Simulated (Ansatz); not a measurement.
Crystal: CsPbCl3.

```
Pb Cs Cl
1.0
     5.60500    0.00000    0.00000
     0.00000    5.60500    0.00000
     0.00000    0.00000    5.60500
Pb Cs Cl
1 1 3
Direct
  0.50000 0.50000 0.50000
  0.00000 0.00000 0.00000
  0.50000 0.00000 0.50000
  0.00000 0.50000 0.50000
  0.50000 0.50000 0.00000
```

Base run:

- Program: Ansatz 0.2.0
- Functional: B3LYP
- Potentials or basis: Ansatz PAW
- Cutoff: 420 eV
- Density cutoff: 1680 eV
- k mesh: 3 × 3 × 3
- Occupations: fermi-dirac, width 0.05 eV
- Spin: no spin polarisation

Its results: band gap on the k mesh 5.50 eV, direct.

Question: The run is repeated on the same cell with these changes: functional from B3LYP to HSE06. What comes out?

Answer: Band gap on the k mesh 5.05 eV, direct.

Caveats: odd divisions of the mesh miss points on the zone boundary, where band edges often lie, so the gap on the mesh can be too wide; spin-orbit coupling is left out, which as a rule narrows the gap of such compounds by several tenths of an eV.

A k mesh can miss the band edges.

Not every run made on this cell is shown here.
